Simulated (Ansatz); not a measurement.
Relaxed-ion elastic tensor of Ti3SiC2 in space group P6_3/mmc (No. 194; Ti on 4f, Ti on 2a, Si on 2b, C on 4f) in GPa (Voigt order), plane-wave PAW PBEsol (Ansatz code); density 4.61 g/cm³, 11.74 Å³ per atom.

```
 386  94.4   110   0.0   0.0   0.0
94.4   386   110   0.0   0.0   0.0
 110   110   372   0.0   0.0   0.0
 0.0   0.0   0.0   168   0.0   0.0
 0.0   0.0   0.0   0.0   168   0.0
 0.0   0.0   0.0   0.0   0.0   146
```

### Question
Is the crystal mechanically stable?

### Answer
Yes: the smallest eigenvalue of C is 146 GPa.

### Question
Work out the Voigt, Reuss and Hill averages.

### Answer
K_V = 197, K_R = 197, K_H = 197; G_V = 151, G_R = 150, G_H = 151 GPa.

### Question
Give Young's modulus, Poisson's ratio, Pugh's ratio and the universal anisotropy index.

### Answer
E = 9KG/(3K + G) = 360 GPa; ν = 0.19; K/G = 1.31 (brittle by the Pugh limit of 1.75); A_U = 5G_V/G_R + K_V/K_R − 6 = 0.05.

### Question
Estimate the sound speeds and the Debye temperature.

### Answer
v_l = √((K + 4G/3)/ρ) = 9290 m/s, v_t = √(G/ρ) = 5720 m/s, mean 6310 m/s; Θ = (h/k)(3n/4πV)^(1/3) v_m = 826 K.

### Question
Solve the Christoffel equation for the three sound speeds along x, y, z.

### Answer
Eigenvalues of C_ijkl n_j n_l equal ρv². In km/s, slowest first: x 5.62, 6.03, 9.15; y 5.62, 6.03, 9.15; z 6.03, 6.03, 8.97.

### Question
How much does each axis shrink under pressure?

### Answer
Linear compressibilities β_i = Σ_j S_ij (j = 1 to 3): x 1.7, y 1.7, z 1.7 per TPa.

The PBEsol relaxation kept the symmetry of its start; of distortions, only those at the zone centre were tested. No spin polarisation was allowed. As this level gives no gap, shear constants depend on the k-mesh and smearing (Fermi–Dirac, 0.1 eV here).

Potentials: the later of the program's two PAW sets.
